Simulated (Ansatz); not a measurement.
# MgO (F-43m) in Ansatz: a series of runs, part 2 of 2

Ansatz 0.2.0. The steps go on from the part before.

### 6 Single point, PBE

input.yaml reads:

```yaml
crystal:
  lattice:
    - [0.0, 2.30616, 2.30616]
    - [2.30616, 0.0, 2.30616]
    - [2.30616, 2.30616, 0.0]
  atoms:
    - { symbol: Mg, position: [0.5, 0.5, 0.5] }
    - { symbol: O, position: [0.75, 0.75, 0.75] }
hamiltonian:
  xc: pbe
  pseudopotentials: { kind: paw }
kpoints:
  mp_grid: { grid: [7, 7, 7] }
scf:
  occupations: { method: fermi_dirac, width: 0.05 }
output:
  forces: true
  stress: true
  eigenvalues: true
  write_density: true
  write_potential: true
  elf: true
  volumetric_format: npy
```

Potentials or basis: Ansatz PAW.

Started as:

```
> ansatz run input.yaml --threads 2 --pin off --max-ram 5632MiB --backend cpu --events-out ev --progress --plain --runs-dir out
```

The program printed:

```text
Warning: RAYON_NUM_THREADS=2 ignored (pool sized by the plan → 2); use --threads N
Engine: ansatz 0.2.0, x86_64-unknown-linux-gnu
Pseudopotentials: kind: paw
Pseudopotential: Mg, paw, valence charge 10, recommended cutoff 420 eV (normal), Mg.paw.azcp
Pseudopotential: O, paw, valence charge 6, recommended cutoff 420 eV (normal), O.paw.azcp
Functional definition: PBE
  parameter kappa = 0.804
  parameter beta = 0.06672455060314922
  exchange = pbe_x(kappa = kappa, mu = beta*pi^2/3)
  correlation = pbe_c(beta = beta)
Crystal: 2 atoms, lattice volume = 24.530 Å³
Basis set: ecut = 420 eV, 531 PW (Γ), exchange–correlation on 48×48×48 points (8 copies of the dense FFT grid, shifted against one another)
Bands: 12, of which v1, the nominal top of the filled ones, is band 8 counted from 1 (7 counted from 0)
Symmetry: 24 space group operations
Space group: F-43m (ITA 216), of the structure as read, at distance tolerance 2.9e-5 Å
k-points: 20 of 343 (time reversal used)
Non-local potential: Mg, projectors of the file, l = 0: 3, l = 1: 2, l = 2: 1
Non-local potential: O, projectors of the file, l = 0: 2, l = 1: 2, l = 2: 1
PAW form: soft (Blöchl's): semilocal exchange-correlation on the pseudo side does not see the compensation charge
PAW one-centre angular grid: Mg, 110 points (default); XC on 64 Gauss nodes
PAW one-centre angular grid: O, 110 points (default); XC on 64 Gauss nodes
Initial density: superposition of atomic densities (neutral atoms: chi_scale 0, normalization atom), corrected by the library's trained network
Initial wavefunctions: pseudopotential atomic-orbital guess
Functional: x = pbe(κ = 0.804, μ = 0.2195149727645171), c = pbe(β = 0.06672455060314922)
SCF iter   1: F=—  HF=-2493.937491 eV  |F-HF|=—  |Δ(HF+E_count)|=         —  Δρ=1.32e-3  dr2=3.96e-4  ethr=1.77e-3  ⟨swp⟩=5.9  Hψ=1475  notcnv=0
preconditioner: auto → none  [insulator: Δε(μ)=3.468 eV  Ē_g=16.501 eV  σ=0.050 eV  W_gap=1.00  n_scr=8 (ndim 8)  ℏωp=21.2 eV  f_vac=0.011  D(μ)=0.00/eV (n_scr^D=0)  ε∞_Penn≈2.7]
SCF iter   2: F=—  HF=-2493.937376 eV  |F-HF|=—  |Δ(HF+E_count)|=   1.16e-4  Δρ=8.60e-4  dr2=1.07e-4  ethr=2.48e-6  ⟨swp⟩=2.2  Hψ=511  notcnv=0
SCF iter   3: F=—  HF=-2493.937352 eV  |F-HF|=—  |Δ(HF+E_count)|=   2.31e-5  Δρ=2.71e-4  dr2=1.21e-5  ethr=6.70e-7  ⟨swp⟩=2.0  Hψ=305  notcnv=0
SCF iter   4: F=—  HF=-2493.937415 eV  |F-HF|=—  |Δ(HF+E_count)|=   6.24e-5  Δρ=4.84e-5  dr2=2.76e-7  ethr=7.55e-8  ⟨swp⟩=2.1  Hψ=382  notcnv=0
iter 5 did not close the SCF: its close was put off for the readings that it lacked (scf_convergence_deferred on its scf_iter line)
SCF iter   5: F=-2493.937415 eV  HF=-2493.937415 eV  |F-HF|=1.89e-8  |Δ(HF+E_count)|=   2.86e-7  Δρ=1.48e-5  dr2=2.68e-8  ethr=1.73e-9  ⟨swp⟩=2.1  Hψ=376  notcnv=0
SCF iter   6: F=-2493.937415 eV  HF=-2493.937415 eV  |F-HF|=2.23e-9  |Δ(HF+E_count)|=   2.97e-9  Δρ=3.72e-6  dr2=1.47e-9  ethr=1.68e-10  ⟨swp⟩=5.6  Hψ=1287  notcnv=0
SCF 1 converged in 6 iterations: F = -2493.937415 eV  dr2 = 1.47e-9
SCF converged after 6 iterations
Free energy (F): -2493.937415 eV
Harris-Foulkes:  -2493.937415 eV  (|F-HF|=2.23e-9)
Internal energy: -2493.937415 eV  (E = F + TS)
E sigma→0 (E₀):  -2493.937415 eV
Fermi energy:    6.221176 eV
--- Per-component energies (eV) ---
  E_band       = -340.561709
  E_kinetic    = 253.475070
  E_local      = -1884.091467  (includes V_loc(G=0)·N_el)
  E_nonlocal   = 143.014877
  E_hartree    = 671.437742
  E_xc         = -104.306515
  E_vxc        = -133.544197  (∫ρ·V_xc dr)
  E_paw        = -449.904458  (= ΣΔE_a)
  E_vpaw       = -62.295470  (= ΣTr[D̂ρ^β])
  E_aug_tail   = 0.002491  (compensation charges beyond the density's cutoff)
  E_ewald      = -1123.565155
  E_smearing   = -0.000000  (= −TS)
  E_closure    = 0.000000  (closes the sum)
  Σ components = -2493.937415   (vs F -2493.937415, Δ=0.00e0)
--- Forces (eV/Å), atoms counted from 1 ---
  atom   1  Mg     0.00000000    -0.00000000    -0.00000000
  atom   2  O     -0.00000000     0.00000000     0.00000000
  max |Σ_I F_I| component: 2.45e-16 eV/Å
--- Stress (GPa, compression-positive) ---
        0.004801      -0.000000      -0.000000
        0.000000       0.004801       0.000000
       -0.000000       0.000000       0.004801
  P = ⅓ Tr σ = 0.0048 GPa (0.048 kbar)
--- Band table (eV; the first three rows and the last of 20) ---
  k-point 0: bands = ["-67.2719", "-34.0164", "-34.0164", "-34.0164", "-11.4048", "4.4001", "4.4001", "4.4001", "7.8823", "20.9044", "20.9044", "20.9044"]
  k-point 1: bands = ["-67.2714", "-34.0234", "-34.0174", "-34.0174", "-11.2904", "3.5688", "4.3659", "4.3659", "8.8903", "19.2950", "20.7666", "20.7666"]
  k-point 2: bands = ["-67.2703", "-34.0390", "-34.0196", "-34.0196", "-11.0223", "2.3281", "4.2893", "4.2893", "10.6573", "16.7139", "19.6809", "19.6809"]
  k-point 19: bands = ["-67.2685", "-34.0460", "-34.0367", "-34.0278", "-10.5799", "2.6068", "2.7214", "3.6516", "12.0896", "15.5550", "17.4239", "18.8546"]
```

Wall time 0.74 s (2 threads of Intel Xeon at 2.70GHz, shared host); peak memory 0.29 GiB.

What came out:

| Quantity | Value |
| --- | --- |
| Free energy | -2493.9374 eV |
| Pressure | 0.0 GPa |
| Band gap on the k mesh | 3.48 eV, direct |

Levels at points of the mesh, in eV from the valence-band top:
```tsv
k point	band 5	band 6	band 7	band 8	band 9	band 10	band 11	band 12
(0.00, 0.00, 0.00)	-15.80	0.00	0.00	0.00	3.48	16.50	16.50	16.50
```

Caveat: odd divisions of the mesh miss points on the zone boundary, where band edges often lie, so the gap on the mesh can be too wide; the pressure holds a Pulay correction of +0.5 GPa for the finite cutoff. As with any semilocal functional, this PBE gap is likely too small.

### 7 The runs side by side

| task | level | cell | k mesh | cutoff (eV) | gap on the mesh (eV) | pressure (GPa) | relaxed volume (Å³/atom) |
| --- | --- | --- | --- | --- | --- | --- | --- |
| relaxation of cell and atoms | BLYP+D3(BJ) | relaxed | 10 × 10 × 10 | 420 | 4.01 | 0.0 | 11.72 |
| relaxation of cell and atoms | r2SCAN+D3(BJ) | relaxed | 10 × 10 × 10 | 500 | 4.41 | 0.0 | 11.74 |
| single point | PBE | as given | 10 × 10 × 10 | 300 | 3.44 | 0.0 | - |
| single point | PBE | as given | 10 × 10 × 10 | 800 | 3.48 | 0.0 | - |
| single point | PBE | as given | 7 × 7 × 7 | 420 | 3.48 | 0.0 | - |

Alike in all rows: potentials or basis Ansatz PAW; no spin polarisation; smearing fermi-dirac 0.05 eV.

On the cell as given the gap runs from 3.44 eV (PBE) to 3.48 eV (PBE); the meshes differ, which moves gaps too.

Caveats: the plane-wave basis is chosen anew once the cell has moved, so the energies of steps on either side of that aren't comparable (some runs); the PAW data sets come from PBE, with cores solved anew for the run's functional, which leaves a small shift of forces and pressure (some runs); the dispersion damping was fitted for another functional or another form of the correction (some runs); the pressure holds a Pulay correction of +18.7 GPa for the finite cutoff (some runs); the cutoff lies under the one recommended for these potentials (some runs); odd divisions of the mesh miss points on the zone boundary, where band edges often lie, so the gap on the mesh can be too wide (some runs).

Absolute energies hang on the potentials; compare differences alone.
